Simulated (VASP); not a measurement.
# TiO2: single point with PBEsol

Slab: TiO2, a slab with vacuum.

```
O Ti
1.0
     2.94174    0.00000    0.00000
     0.00000    4.59271    0.00000
     0.00000    0.00000   21.39006
O Ti
6 3
Direct
  0.50000 0.19567 0.35063
  0.50000 0.80432 0.43466
  0.00000 0.30433 0.45799
  0.00000 0.69568 0.54201
  0.50000 0.19567 0.56534
  0.50000 0.80432 0.64937
  0.00000 0.00000 0.39264
  0.50000 0.50000 0.50000
  0.00000 0.00000 0.60736
```

```
Program             : VASP 6.6.1
Task                : single point
Functional          : PBEsol
Potentials or basis : VASP PAW PBE potentials, release 64 (O, Ti_sv)
Cutoff              : 520 eV
k mesh              : 9 × 6 × 1
Occupations         : gaussian, width 0.03 eV
Spin                : no spin polarisation
```

- Largest force: 3.814 eV/Å
- Band gap on the k mesh: 2.01 eV, indirect (least direct gap 2.13 eV)
- Ionisation potential of the upper face: 7.46 eV

Forces in eV/Å, atoms in the order of the input:
```
O    0.000 -2.230  0.984
O    0.000 -1.053 -0.096
O    0.000 -0.394 -0.278
O    0.000  0.394  0.278
O    0.000  1.053  0.096
O    0.000  2.230 -0.984
Ti   0.000  3.773 -0.561
Ti   0.000  0.000  0.000
Ti   0.000 -3.773  0.561
```

Levels at points of the mesh, in eV from the valence-band top:
```csv
k point,band 32,band 33,band 34,band 35,band 36,band 37,band 38,band 39,band 40,band 41
"(0.00, 0.00, 0.00)",-0.78,-0.61,-0.31,-0.31,-0.08,2.05,2.78,2.92,2.92,2.97
"(0.00, 0.50, 0.00)",-0.80,-0.77,-0.58,-0.41,-0.27,2.01,2.78,2.82,2.93,3.03
```

Core levels (eV, on the scale of the bands):
```
atom     levels
 1 O  1s -507.5
 2 O  1s -508.1
 3 O  1s -508.3
 4 O  1s -508.3
 5 O  1s -508.1
 6 O  1s -507.5
```

It took 3.4 min on 4 MPI ranks on Intel(R) Xeon(R) Platinum 8488C (Sapphire Rapids) (shared host), peak memory 0.45 GiB a rank.

Caveat: the PAW data sets were made with another functional, which shifts forces and pressure a little. A hybrid or GW would open this gap; PBEsol tends to underestimate it.
